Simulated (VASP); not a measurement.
NaH (measured structure), r²SCAN single-point calculation: Ansatz's output and VASP's

```xyz
2
Lattice="0.0000 2.3975 2.3975 2.3975 0.0000 2.3975 2.3975 2.3975 0.0000" Properties=species:S:1:pos:R:3 pbc="T T T"
Na    0.0000    0.0000    0.0000
H     2.3975    2.3975    2.3975
```

Ansatz printed

```
SCF 1 converged in 6 iterations: F = -1505.136307 eV  dr2 = 7.40e-11
  greatest PAW one-centre occupation: 1.000 electrons in one spin orbital (limit 2), on the Na atom at site 0 (counted from 0), in its partial waves of l = 0
NSCF: frozen V_eff on 8 k-points
SCF converged after 6 iterations
Free energy (F): -1505.136307 eV
Harris-Foulkes:  -1505.136307 eV  (|F-HF|=8.37e-11)
Internal energy: -1505.136307 eV  (E = F + TS)
E sigma→0 (E₀):  -1505.136307 eV
Fermi energy:    0.604121 eV
--- Per-component energies (eV) ---
  E_band       = -237.622470
  E_kinetic    = 134.463342
  E_local      = -1324.082951  (includes V_loc(G=0)·N_el)
  E_nonlocal   = 117.387673
  E_hartree    = 475.268684
  E_xc         = -46.015999
  E_vxc        = -67.850485  (∫ρ·V_xc dr)
  E_paw        = -268.168310  (= ΣΔE_a)
  E_vpaw       = -53.388990  (= ΣTr[D̂ρ^β])
  E_aug_tail   = -0.000435  (compensation charges beyond the density's cutoff)
  E_vtau       = 5.311888  (kinetic-family band-sum trace: ∫τ·v_τ [+ j·A + Jᵃ·Aᵃ] dr)
  E_ewald      = -593.962044
  E_core_change = -0.026267  (= ΣΔE_core)
  E_smearing   = -0.000000  (= −TS)
  E_closure    = 0.000000  (closes the sum)
  Σ components = -1505.136307   (vs F -1505.136307, Δ=0.00e0)
--- Forces (eV/Å), atoms counted from 1 ---
  atom   1  Na    -0.00000000     0.00000000    -0.00000000
  atom   2  H      0.00000000    -0.00000000    -0.00000000
  max |Σ_I F_I| component: 1.19e-30 eV/Å
--- Stress (GPa, compression-positive) ---
       -0.002041       0.000000       0.000000
        0.000000      -0.002041       0.000000
        0.000000       0.000000      -0.002041
  P = ⅓ Tr σ = -0.0020 GPa (-0.020 kbar)
--- Band table (eV; the first three rows and the last of 47) ---
  k-point 0: bands = ["-51.7731", "-22.1475", "-22.1475", "-22.1475", "-3.0223", "12.2516", "17.3832", "17.3832", "17.3832"]
  k-point 1: bands = ["-51.7724", "-22.1569", "-22.1485", "-22.1485", "-2.8451", "11.5805", "15.1564", "16.6631", "16.6631"]
  k-point 2: bands = ["-51.7707", "-22.1814", "-22.1514", "-22.1514", "-2.3318", "9.7351", "13.6580", "15.8774", "15.8774"]
  k-point 46: bands = ["-51.7642", "-22.2144", "-22.1981", "-22.1821", "0.6041", "6.7738", "7.9559", "10.0930", "17.8322"]
```

Datasets and cutoffs are each program's own. VASP's cell holds 8 valence electrons and Ansatz's 10. Ansatz's stress includes a Pulay correction; VASP's doesn't.

Problem. What does VASP give for the same cell and level of theory?

Solution. gap between bands v and c 4.41 eV; least direct gap 5.25 eV; pressure -0.3 GPa.

From OUTCAR

```
k-points           NKPTS =     47   k-points in BZ     NKDIM =     47   number of bands    NBANDS=     11

   NELECT =       8.0000    total number of electrons

   dimension x,y,z NGX =    28 NGY =   28 NGZ =   28
   dimension x,y,z NGXF=    56 NGYF=   56 NGZF=   56

  energy-cutoff  :      520.00
  volume of cell :       27.56
      direct lattice vectors                 reciprocal lattice vectors
     0.000000000  2.397511642  2.397511642    -0.208549561  0.208549561  0.208549561
     2.397511642  0.000000000  2.397511642     0.208549561 -0.208549561  0.208549561
     2.397511642  2.397511642  0.000000000     0.208549561  0.208549561 -0.208549561

 k-points in reciprocal lattice and weights: KPOINTS created by Atomic Simulation Env
   0.00000000  0.00000000  0.00000000       0.001
   0.10000000  0.00000000  0.00000000       0.008
   0.20000000  0.00000000  0.00000000       0.008
   0.30000000  0.00000000  0.00000000       0.008
   0.40000000  0.00000000  0.00000000       0.008
   0.50000000  0.00000000  0.00000000       0.004
   0.10000000  0.10000000  0.00000000       0.006
   0.20000000  0.10000000  0.00000000       0.024
   ...

 E-fermi :  -1.3286

 k-point     1 :       0.0000    0.0000    0.0000
  band No.  band energies     occupation
      1     -24.2390      2.00000
      2     -24.2386      2.00000
      3     -24.2386      2.00000
      4      -4.9973      2.00000
      5      10.2745      0.00000
      6      15.1470      0.00000
      7      15.1470      0.00000
      8      15.1470      0.00000
      9      16.1301      0.00000
     10      16.1301      0.00000
     11      16.1301      0.00000

 k-point     2 :       0.1000    0.0000    0.0000
  band No.  band energies     occupation
      1     -24.2480      2.00000
      2     -24.2400      2.00000
      3     -24.2397      2.00000
      4      -4.8204      2.00000
      5       9.5982      0.00000
      6      13.0419      0.00000
      7      14.5252      0.00000
      8      14.5253      0.00000
      9      16.8212      0.00000
     10      16.8214      0.00000
     11      17.1502      0.00000

 k-point     3 :       0.2000    0.0000    0.0000
  band No.  band energies     occupation
      1     -24.2722      2.00000
      2     -24.2428      2.00000
      3     -24.2425      2.00000
      4      -4.3077      2.00000
      5       7.7353      0.00000
      6      11.6001      0.00000
      7      13.7573      0.00000
      8      13.7576      0.00000
      9      17.3300      0.00000
     10      17.3304      0.00000
     11      18.3076      0.00000

 k-point     4 :       0.3000    0.0000    0.0000
  band No.  band energies     occupation
      1     -24.3019      2.00000
      2     -24.2462      2.00000
      3     -24.2459      2.00000
      4      -3.5278      2.00000
      5       5.5597      0.00000
      6      10.9095      0.00000
      7      13.1692      0.00000
      8      13.1696      0.00000
      9      16.9973      0.00000
     10      16.9981      0.00000
     11      19.1473      0.00000

 k-point     5 :       0.4000    0.0000    0.0000
  band No.  band energies     occupation
      1     -24.3256      2.00000
      2     -24.2490      2.00000
      3     -24.2487      2.00000
      4      -2.6683      2.00000
      5       3.7839      0.00000
      6      10.5756      0.00000
      7      12.8023      0.00000
      8      12.8028      0.00000
      9      16.6100      0.00000
     10      16.6108      0.00000
     11      19.1358      0.00000

 k-point     6 :       0.5000    0.0000    0.0000
  band No.  band energies     occupation
      1     -24.3347      2.00000
      2     -24.2500      2.00000
      3     -24.2498      2.00000
      4      -2.2259      2.00000
      5       3.0292      0.00000
      6      10.4749      0.00000
      7      12.6774      0.00000
      8      12.6779      0.00000
      9      16.4667      0.00000
     10      16.4676      0.00000
     11      19.0134      0.00000

 k-point     7 :       0.1000    0.1000    0.0000
  band No.  band energies     occupation
      1     -24.2478      2.00000
      2     -24.2419      2.00000
      3     -24.2417      2.00000
      4      -4.7623      2.00000
      5       9.4850      0.00000
      6      13.5570      0.00000
      7      13.5571      0.00000
      8      13.5656      0.00000
      9      16.4988      0.00000
     10      18.2281      0.00000
     11      18.2281      0.00000

 k-point     8 :       0.2000    0.1000    0.0000
  band No.  band energies     occupation
      1     -24.2656      2.00000
      2     -24.2455      2.00000
      3     -24.2438      2.00000
      4      -4.3642      2.00000
      5       8.2384      0.00000
      6      11.3861      0.00000
      7      12.8152      0.00000
      8      14.5387      0.00000
      9      15.8535      0.00000
     10      18.5033      0.00000
     11      19.2002      0.00000

 ...

  Total       -0.0522974     -0.0522974     -0.0522974      0.0000000      0.0000000      0.0000000
  in kB       -3.0400324     -3.0400324     -3.0400324      0.0000000      0.0000000      0.0000000
  external PRESSURE =      -3.0400324 kB  Pullay stress =       0.0000000 kB

 POSITION                                       TOTAL-FORCE (eV/Angst)
 -----------------------------------------------------------------------------------
      0.00000      0.00000      0.00000         0.000000     -0.000000     -0.000000
      2.39751      2.39751      2.39751        -0.000000      0.000000      0.000000
 -----------------------------------------------------------------------------------
    total drift:                               -0.000000     -0.000000     -0.000000

  FREE ENERGIE OF THE ION-ELECTRON SYSTEM (eV)
  ---------------------------------------------------
  free  energy   TOTEN  =        -7.6024459341 eV

  energy  without entropy=       -7.6024459341  energy(sigma->0) =       -7.60244593
```
